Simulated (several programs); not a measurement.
A 3-atom cell of TiS2 started from a crystallographic database, relaxed with r2SCAN+rVV10 in Ansatz, was computed with several methods. The symmetry is P-3m1 (No. 164, trigonal); conventional cell a = 3.411 Å, c = 5.741 Å, 19.28 Å³ an atom. Ti has 6 S at 2.42 Å; S has 3 Ti at 2.42 Å. (Simulation; spin polarisation is off.)

```cif
data_structure
_symmetry_space_group_name_H-M 'P-3m1'
_symmetry_Int_Tables_number 164
_cell_length_a 3.4109
_cell_length_b 3.4109
_cell_length_c 5.7407
_cell_angle_alpha 90.000
_cell_angle_beta 90.000
_cell_angle_gamma 120.000
_cell_volume 57.84
loop_
_atom_site_label
_atom_site_type_symbol
_atom_site_symmetry_multiplicity
_atom_site_Wyckoff_symbol
_atom_site_fract_x
_atom_site_fract_y
_atom_site_fract_z
_atom_site_occupancy
Ti1 Ti 1 a 0.00000 0.00000 0.00000 1
S1 S 2 d 0.33333 0.66667 0.24483 1
```

Gaps and times are for a single point on this cell; volume and bulk modulus come from each method's own relaxation or energy curve at fixed shape, which is too stiff where a cell has free coordinates or axes. Times are rough, from shared hosts (Arm Neoverse V2), and each method has its own mesh and cell size. A double dagger marks a value from a curve with shape and coordinates held. PM7 (MOPAC), GFN1-xTB (tblite), GFN2-xTB (tblite) treat a cluster of cells at its zone centre, which samples few k points: where these miss a band edge, the gap comes out too large for that reason alone. Gaps from k meshes are read at a limited set of points (mesh, symmetry points, PBE's band edges), so each method's own least gap may be somewhat smaller. xTB and the PM methods were fitted mostly to molecules, and can miss a solid's gap by electronvolts. Minimal bases can be far off for gaps. Times of the plane-wave ladder aren't listed, since it ran on unlike processors and cards. Curves at held shape can't give the bulk modulus of a layered or molecular crystal, so none is listed. d marks a direct gap, i an indirect one (no mark: not told apart), a dash a value that wasn't computed or didn't pass its checks.

| method | kind | gap (eV) | own volume (Å³/atom) | bulk modulus (GPa) | atoms computed | processor time |
| --- | --- | --- | --- | --- | --- | --- |
| PBE-D3(BJ) | semilocal | – | 17.95 | – | 3 | – |
| r2SCAN+rVV10 | semilocal | – | 19.28 | – | 3 | – |
| PBE-D4 | semilocal | – | 18.51 | – | 3 | – |
| light PBE (260 eV and a coarse mesh) | light plane-wave | overlap 0.07 | – | – | 3 | 0.75 s |
| LDA | semilocal | overlap 0.18 | – | – | 3 | – |
| PBE | semilocal | overlap 0.08 | – | – | 3 | – |
| GFN1-xTB (tblite) | tight binding | 0.24 | 18.78‡ | – | cluster | 3.6 s |
| GFN2-xTB (tblite) | tight binding | 0.37 | 20.98‡ | – | cluster | 4.9 s |
| PBE/SZV (CP2K) | small basis | 0.01 | 18.29‡ | – | 3 | 6.8 s |
| r2SCAN | semilocal | 0.14 i | – | – | 3 | – |
| PBE/DZVP (CP2K) | small basis | overlap 0.10 | 19.49‡ | – | 3 | 17 s |
| PM7 (MOPAC) | semi-empirical | 4.12 | 19.31‡ | – | cluster | 59 s |
| PBE/single zeta (GPAW) | small basis | 0.14 i | – | – | 3 | 61 s |
| PBE0 | hybrid | 1.25 i | – | – | 3 | – |
| HSE06 | hybrid | 0.61 i | – | – | 3 | – |

Problem. How far from the measured values lie the methods that can be set against them?

Solution.
- Volume, measured 19.08 Å³ an atom: PBE-D3(BJ) -5.9 %, r2SCAN+rVV10 +1.0 %, PBE-D4 -3.0 %.
The calculations are for a static lattice; samples hold vibrations, temperature and, in optical gaps, excitons. A measured value is shown where most reports agree with it, and only for the quantities listed. Sources: 19.08 Å³ an atom (from the lattice constants; a, experimental database value; “Crystal growth, characterization and electronic band structure of TiSeS”; Experimental value from Springer Materials database; temperature and sample not stated; 2022; arxiv:2210.12799).
